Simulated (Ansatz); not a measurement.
# Tin, hcp under BLYP: structure, energy and stiffness

What does BLYP give for tin in the hcp structure? We relax it, solve it on a dense k-mesh, then scale the cell to 7 volumes from 88 to 112 % of the relaxed one and try a fit of the equation of state. Spin polarisation is left out. The k-meshes are 11×11×6 for the relaxation; 17×17×9 for the dense run; 12×12×6 for the volumes.

Program: Ansatz 0.2.0. Level of theory: DFT BLYP, plane waves (420 eV) with PAW, scalar-relativistic; PBE-made PAW files. These are calculated values, not measurements.

**1. The structure to begin with**

The structure is hexagonal, space group P6_3/mmc (No. 194). The conventional cell has a = 3.410 Å, b = 3.410 Å, c = 5.568 Å, α = 90.00°, β = 90.00°, γ = 120.00°. Sn (site symmetry -6m2) is surrounded by 12 Sn at 3.41 Å.

Structure file:

```
Sn
1.0
     3.40987    0.00000    0.00000
    -1.70493    2.95303    0.00000
     0.00000    0.00000    5.56831
Sn
2
Direct
  0.33333 0.66667 0.25000
  0.66667 0.33333 0.75000
```

**2. Relaxing cell and atoms**

The input, input.yaml:

```yaml
crystal:
  lattice:
    - [3.4098662044, 0.0, 0.0]
    - [-1.7049331022, 2.9530307565, 0.0]
    - [0.0, 0.0, 5.5683115117]
  atoms:
    - { symbol: Sn, position: [0.3333333333, 0.6666666667, 0.25] }
    - { symbol: Sn, position: [0.6666666667, 0.3333333333, 0.75] }
hamiltonian:
  xc: blyp
  pseudopotentials:
    kind: paw
    azcp:
      Sn: "pseudopotentials/Sn.paw.azcp"
basis:
  ecutwfc: 420
  fft_grid_basis: typed
kpoints:
  mp_grid: { grid: [11, 11, 6], shift: [0, 0, 0] }
magnetization:
  spin_polarized: false
scf:
  occupations: { method: fermi_dirac, width: 0.1 }
relax:
  max_steps: 60
  f_tol: 0.01
  cell: {}
```

Log, cut to the lines that bear on the results:

```text
Warning: RAYON_NUM_THREADS=2 ignored (pool sized by the plan → 2); use --threads N
[...]
Pseudopotentials: kind: paw
Pseudopotential: Sn, paw, valence charge 14, recommended cutoff 420 eV (normal), <dir>
Functional definition: BLYP
[...]
Crystal: 2 atoms, lattice volume = 56.070 Å³
Basis set: ecut = 420 eV, 1099 PW (Γ), exchange–correlation on 48×48×80 points (8 copies of the dense FFT grid, shifted against one another)
Bands: 18, of which v1, the nominal top of the filled ones, is band 14 counted from 1 (13 counted from 0)
Symmetry: 24 space group operations
Space group: P63/mmc (ITA 194), of the structure as read, at distance tolerance 3.8e-5 Å
k-points: 64 of 726
[...]
SCF iter   1: F=—  HF=-12080.754953 eV  |F-HF|=—  |Δ(HF+E_count)|=         —  Δρ=6.90e-3  dr2=2.03e-2  ethr=1.77e-3  ⟨swp⟩=5.4  Hψ=5581  notcnv=0
[...]
relax step   1: F+E_penalty+E_count = -12080.75182323 eV  Δ(F+E_penalty+E_count) = +0.000e0 eV  max|allowed force component| = 1.850e-17 eV/Å  Δτ_max = 0.0000 Å  P = +3.882 GPa  Ω = 56.070 Å³  (7 SCF iters, dr2 threshold 1.00e-7 eV, accepted)
[...]
relax step   3: F+E_penalty+E_count = -12080.81165509 eV  Δ(F+E_penalty+E_count) = -1.283e-4 eV  max|allowed force component| = 9.714e-17 eV/Å  Δτ_max = 0.0000 Å  P = -0.018 GPa  Ω = 61.322 Å³  energy of the carried Pulay correction = -8.622e-4 eV  (3 SCF iters, dr2 threshold 6.11e-8 eV, accepted)
[...]
relax step   4: F+E_penalty+E_count = -12080.81235690 eV  Δ(F+E_penalty+E_count) = -7.018e-4 eV  max|allowed force component| = 9.021e-17 eV/Å  Δτ_max = 0.0000 Å  P = -0.029 GPa  Ω = 61.322 Å³  stress off target by 4.52e-2 GPa  SCF on the basis re-selected at this cell (its energy is not [...]
SCF converged after 6 iterations
Free energy (F): -12080.812357 eV
[...]
E sigma→0 (E₀):  -12080.796158 eV
Entropy (-TS):   -0.032397 eV (-16.199 meV/atom)
Fermi energy:    9.610941 eV
[...]
--- Forces (eV/Å), atoms counted from 1 ---
  atom   1  Sn     0.00000000    -0.00000000    -0.00000000
  atom   2  Sn     0.00000000     0.00000000     0.00000000
[...]
--- Stress (GPa, compression-positive) ---
       -0.045173       0.000000       0.000000
        0.000000      -0.045173       0.000000
        0.000000       0.000000       0.004022
  P = ⅓ Tr σ = -0.0288 GPa (-0.288 kbar)
--- Relaxed structure (3 steps of the walk, 3 accepted, 1 SCFs on fresh bases) ---
  F+E_penalty+E_count = -12080.81235690 eV   max|allowed force component| = 9.021e-17 eV/Å   (the final SCF, on the basis selected at the relaxed cell)
  cell:  # Å, volume = 61.3215 Å³
    - [3.493375546639006, 6.634450345046106e-33, -4.575482996583521e-34]
    - [-1.746687773319503, 3.025351968348729, 2.2877414982917607e-34]
    - [-3.73588186666367e-34, 0.0, 5.802186215839049]
  atoms:
    - { symbol: Sn, position: [0.3333333333333333, 0.6666666666666666, 0.25] }
    - { symbol: Sn, position: [0.6666666666666666, 0.3333333333333333, 0.7500000000000001] }
```

Wall time 6.2 s (2 threads of Arm Neoverse V1, shared host); peak memory 0.36 GiB.

Relaxation path:

| step | energy change (meV/atom) | largest force (eV/Å) | pressure (GPa) | volume (Å³/atom) |
| --- | --- | --- | --- | --- |
| 1 | 0.00 | 0.0000 | 3.88 | 28.035 |
| 2 | -29.85 | 0.0000 | -0.11 | 30.743 |
| 3 | -29.92 | 0.0000 | -0.02 | 30.661 |
| 4 | -30.27 | 0.0000 | -0.03 | 30.661 |

Steps that repeat a cell are solved on a basis chosen anew, so their changes of energy are no gain of the relaxation.

Changes in the cell that was computed:

|  | before | after | change |
| --- | --- | --- | --- |
| a (Å) | 3.410 | 3.493 | +2.4 % |
| b (Å) | 3.410 | 3.493 | +2.4 % |
| c (Å) | 5.568 | 5.802 | +4.2 % |
| volume (Å³/atom) | 28.035 | 30.661 | +9.4 % |
| shortest distance (Å) | 3.410 | 3.493 | +2.4 % |
| space group (spins left aside) | P6_3/mmc | P6_3/mmc | same |

**3. Single point on a dense mesh**

The input, input.yaml:

```yaml
crystal:
  lattice:
    - [3.4933755466, 0.0, 0.0]
    - [-1.7466877733, 3.0253519683, 0.0]
    - [0.0, 0.0, 5.8021862158]
  atoms:
    - { symbol: Sn, position: [0.3333333333, 0.6666666667, 0.25] }
    - { symbol: Sn, position: [0.6666666667, 0.3333333333, 0.75] }
hamiltonian:
  xc: blyp
  pseudopotentials:
    kind: paw
    azcp:
      Sn: "pseudopotentials/Sn.paw.azcp"
basis:
  ecutwfc: 420
  fft_grid_basis: typed
kpoints:
  mp_grid: { grid: [17, 17, 9], shift: [0, 0, 0] }
magnetization:
  spin_polarized: false
scf:
  occupations: { method: fermi_dirac, width: 0.1 }
```

Log, cut to the lines that bear on the results:

```text
Warning: RAYON_NUM_THREADS=2 ignored (pool sized by the plan → 2); use --threads N
[...]
[... 3 set-up lines as earlier in the session ...]
[...]
Crystal: 2 atoms, lattice volume = 61.322 Å³
Basis set: ecut = 420 eV, 1189 PW (Γ), exchange–correlation on 48×48×80 points (8 copies of the dense FFT grid, shifted against one another)
Bands: 18, of which v1, the nominal top of the filled ones, is band 14 counted from 1 (13 counted from 0)
[... 1 set-up line as earlier in the session ...]
Space group: P63/mmc (ITA 194), of the structure as read, at distance tolerance 3.9e-5 Å
k-points: 165 of 2601
[...]
SCF iter   1: F=—  HF=-12080.799717 eV  |F-HF|=—  |Δ(HF+E_count)|=         —  Δρ=6.40e-3  dr2=2.00e-2  ethr=1.77e-3  ⟨swp⟩=5.6  Hψ=14489  notcnv=0
[...]
SCF iter   7: F=-12080.796422 eV  HF=-12080.796422 eV  |F-HF|=7.02e-9  |Δ(HF+E_count)|=   7.90e-7  Δρ=4.20e-6  dr2=1.12e-8  ethr=3.57e-10  ⟨swp⟩=3.1  Hψ=6483  notcnv=0
[...]
SCF converged after 7 iterations
Free energy (F): -12080.796422 eV
[...]
E sigma→0 (E₀):  -12080.776740 eV
Entropy (-TS):   -0.039364 eV (-19.682 meV/atom)
Fermi energy:    9.625002 eV
[...]
```

Run time: 3.7 s. Hardware: 2 threads of Arm Neoverse V1, shared host; peak memory 0.4 GiB.

**4. Equation of state: 88 %**

The input, input.yaml:

```yaml
crystal:
  lattice:
    - [3.3476457925, 0.0, 0.0]
    - [-1.6738228962, 2.8991462992, 0.0]
    - [0.0, 0.0, 5.5601420498]
  atoms:
    - { symbol: Sn, position: [0.3333333333, 0.6666666667, 0.25] }
    - { symbol: Sn, position: [0.6666666667, 0.3333333333, 0.75] }
hamiltonian:
  xc: blyp
  pseudopotentials:
    kind: paw
    azcp:
      Sn: "pseudopotentials/Sn.paw.azcp"
basis:
  ecutwfc: 420
  fft_grid_basis: typed
kpoints:
  mp_grid: { grid: [12, 12, 6], shift: [0, 0, 0] }
magnetization:
  spin_polarized: false
scf:
  occupations: { method: fermi_dirac, width: 0.1 }
  lower_state_search: "off"
output:
  stress: true
```

Log, cut to the lines that bear on the results:

```text
Warning: RAYON_NUM_THREADS=2 ignored (pool sized by the plan → 2); use --threads N
[...]
[... 3 set-up lines as earlier in the session ...]
[...]
Crystal: 2 atoms, lattice volume = 53.963 Å³
Basis set: ecut = 420 eV, 1099 PW (Γ), exchange–correlation on 48×48×80 points (8 copies of the dense FFT grid, shifted against one another)
Bands: 18, of which v1, the nominal top of the filled ones, is band 14 counted from 1 (13 counted from 0)
[... 2 set-up lines as earlier in the session ...]
k-points: 76 of 864
[...]
SCF iter   1: F=—  HF=-12080.681561 eV  |F-HF|=—  |Δ(HF+E_count)|=         —  Δρ=7.18e-3  dr2=2.02e-2  ethr=1.77e-3  ⟨swp⟩=5.5  Hψ=6617  notcnv=0
[...]
SCF iter   7: F=-12080.678558 eV  HF=-12080.678558 eV  |F-HF|=1.11e-8  |Δ(HF+E_count)|=   8.73e-7  Δρ=7.29e-6  dr2=4.01e-8  ethr=3.57e-10  ⟨swp⟩=3.2  Hψ=5707  notcnv=0
[...]
SCF converged after 7 iterations
Free energy (F): -12080.678558 eV
[...]
E sigma→0 (E₀):  -12080.659343 eV
Entropy (-TS):   -0.038430 eV (-19.215 meV/atom)
Fermi energy:    11.399933 eV
[...]
--- Stress (GPa, compression-positive) ---
        6.474692      -0.000000       0.000000
       -0.000000       6.474692       0.000000
        0.000000       0.000000       5.592391
  P = ⅓ Tr σ = 6.1806 GPa (61.806 kbar)
```

Run time: 1.9 s. Hardware: 2 threads of Arm Neoverse V1, shared host; peak memory 0.34 GiB.

**5. Equation of state: 92 %**

Changes to input.yaml since step 4:

```diff
@@ -2,5 +2,5 @@
   lattice:
-    - [3.3476457925, 0.0, 0.0]
-    - [-1.6738228962, 2.8991462992, 0.0]
-    - [0.0, 0.0, 5.5601420498]
+    - [3.3976180224, 0.0, 0.0]
+    - [-1.6988090112, 2.9424235198, 0.0]
+    - [0.0, 0.0, 5.6431414812]
   atoms:
```

Log, cut to the lines that bear on the results:

```text
Warning: RAYON_NUM_THREADS=2 ignored (pool sized by the plan → 2); use --threads N
[...]
[... 3 set-up lines as earlier in the session ...]
[...]
Crystal: 2 atoms, lattice volume = 56.416 Å³
Basis set: ecut = 420 eV, 1099 PW (Γ), exchange–correlation on 48×48×80 points (8 copies of the dense FFT grid, shifted against one another)
Bands: 18, of which v1, the nominal top of the filled ones, is band 14 counted from 1 (13 counted from 0)
[... 2 set-up lines as earlier in the session ...]
k-points: 76 of 864
[...]
SCF iter   1: F=—  HF=-12080.756167 eV  |F-HF|=—  |Δ(HF+E_count)|=         —  Δρ=6.90e-3  dr2=2.00e-2  ethr=1.77e-3  ⟨swp⟩=5.5  Hψ=6670  notcnv=0
[...]
SCF iter   7: F=-12080.753149 eV  HF=-12080.753149 eV  |F-HF|=1.79e-8  |Δ(HF+E_count)|=   8.75e-7  Δρ=7.11e-6  dr2=4.16e-8  ethr=3.57e-10  ⟨swp⟩=3.2  Hψ=5488  notcnv=0
[...]
SCF converged after 7 iterations
Free energy (F): -12080.753149 eV
[...]
E sigma→0 (E₀):  -12080.733990 eV
Entropy (-TS):   -0.038318 eV (-19.159 meV/atom)
Fermi energy:    10.752785 eV
[...]
--- Stress (GPa, compression-positive) ---
        3.874949      -0.000000       0.000000
       -0.000000       3.874949       0.000000
        0.000000       0.000000       3.223636
  P = ⅓ Tr σ = 3.6578 GPa (36.578 kbar)
```

It took 1.9 s on 2 threads of Arm Neoverse V1, shared host; peak memory 0.34 GiB.

[end of part 1 of 2]
